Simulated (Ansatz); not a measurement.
## Al₅N: competing structures

Theory: DFT PBE, scalar-relativistic, plane waves, PAW (Ansatz). Settings: cutoff 420 eV, Γ-centred meshes spaced at most about 0.3 Å⁻¹, and about 0.25 Å⁻¹ or finer for metals (2π included), Gaussian smearing. Spin is collinear in cells that carry moments; the others ran without spin or lost their moments.

The zero of energy is the elements' standard structures at the same level (N₂ as a molecule); no fitted shifts are applied.

Temperature and zero-point effects are left out. Only the structures computed here compete, so a lower one can exist. The magnetic state reached may not be the lowest.

Invented guesses were relaxed alike, and ends that match in structure, energy and magnetic state were merged. ΔE counts from the first row. Coordination counts Al atoms around N (those within 1.25 times the shortest such distance or 1.15 times the sum of covalent radii; a plus sign parts nearer from farther groups; the shortest distance is added where it is long for a bond; a slash parts the counts of unlike sites). The ends were matched against large subsets of the Crystallography Open Database and the Materials Project, so a missing match doesn't prove that a structure is unreported.

```tsv
#	reached from	type and space group	atoms	Å³/atom	coordination	ΔE (meV/atom)	gap on mesh (eV)	moments	in databases
1	a relaxed cell, shaken at random and relaxed again	P1 (No. 1)	12	16.5	N 3/5	0	0.00	none	no match
2	random cell	R3m (No. 160)	6	18.2	N 4	72	0.00	none	no match
3	random cell	P4mm (No. 99)	6	22.3	N 1+4	309	0.00	none	no match
4	random cell	P4/mmm (No. 123)	6	16.4	N 8 from 2.3 Å	446	0.00	none	no match
5	random cell	P-62m (No. 189)	6	14.9	N 6+6 from 2.6 Å	587	0.00	none	no match
6	BaSn5 type (P6/mmm)	P6/mmm (No. 191)	6	15.9	N 2+12 from 2.6 Å	815	0.00	none	no match
7	Be5Pt type (F-43m)	F-43m (No. 216)	6	16.3	N 16 from 3.0 Å	955	0.00	none	no match
8	DyRh5 type (P6/mmm)	CaCu5, P6/mmm (No. 191)	6	18.2	N 6+12 from 3.0 Å	1035	0.00	parallel, 1.6 μB	no match
```

The lowest: Space group P1 (No. 1), triclinic, a = 4.761 Å, b = 5.032 Å, c = 8.298 Å, α = 92.2°, β = 91.1°, γ = 90.4°. Al on its first site has 1 N at 1.97 Å and 7 Al at 2.69–2.90 Å; Al on its second site is surrounded by 10 Al at 2.71–3.03 Å; Al on its third site is surrounded by 10 Al at 2.72–3.03 Å and 1 N at 3.28 Å; Al on its fourth site has 1 N at 2.05 Å and 10 Al at 2.80–3.05 Å; N on its first site has 5 Al at 1.97–2.05 Å, 1 Al at 3.28 Å and 1 Al at 3.45 Å; 7 more sites not described. Its energy over the elements is −0.05 eV/atom. Whether it is stable depends on the other phases of the system, which aren't compared here. An observed structure of this formula, if there is one, may be missing.

```cif
data_structure
_symmetry_space_group_name_H-M 'P1'
_symmetry_Int_Tables_number 1
_cell_length_a 4.7612
_cell_length_b 5.0316
_cell_length_c 8.2978
_cell_angle_alpha 92.209
_cell_angle_beta 91.090
_cell_angle_gamma 90.420
_cell_volume 198.60
loop_
_atom_site_label
_atom_site_type_symbol
_atom_site_symmetry_multiplicity
_atom_site_Wyckoff_symbol
_atom_site_fract_x
_atom_site_fract_y
_atom_site_fract_z
_atom_site_occupancy
Al1 Al 1 a 0.94482 0.17413 0.17719 1
Al2 Al 1 a 0.02629 0.64957 0.70382 1
Al3 Al 1 a 0.03533 0.67678 0.03330 1
Al4 Al 1 a 0.02324 0.16360 0.52465 1
Al5 Al 1 a 0.02819 0.65777 0.37302 1
Al6 Al 1 a 0.09480 0.15387 0.86578 1
Al7 Al 1 a 0.51668 0.53687 0.21892 1
Al8 Al 1 a 0.55353 0.94258 0.67936 1
Al9 Al 1 a 0.51477 0.02842 0.36138 1
Al10 Al 1 a 0.54323 0.53058 0.88176 1
N1 N 1 a 0.23367 0.31001 0.33308 1
N2 N 1 a 0.48546 0.17582 0.84773 1
```

The second: Space group R3m (No. 160), trigonal, a = 5.443 Å, c = 12.783 Å. Al on a site of symmetry m is surrounded by 1 N at 1.94 Å and 6 Al at 2.62–2.76 Å; around Al on a site of symmetry 3m lie 1 N at 1.92 Å, 6 Al at 2.99 Å and 6 Al at 3.25–3.42 Å; Al on a second site of symmetry 3m has 6 Al at 2.62–2.67 Å, 4 N at 3.19–3.32 Å and 3 Al at 3.25 Å; around N lie 4 Al at 1.92–1.94 Å, 1 Al at 3.19 Å and 3 Al at 3.32 Å. Counting Al atoms around N, the first has N 3/5 and the second has N 4. Shaken at random and relaxed again, row 5 falls into row 1, 0.59 eV/atom lower, so it is a saddle point or a shallow minimum. Cells without such a test can be saddle points. Some candidate types were left out of the draw beforehand, so a known form may be missing.
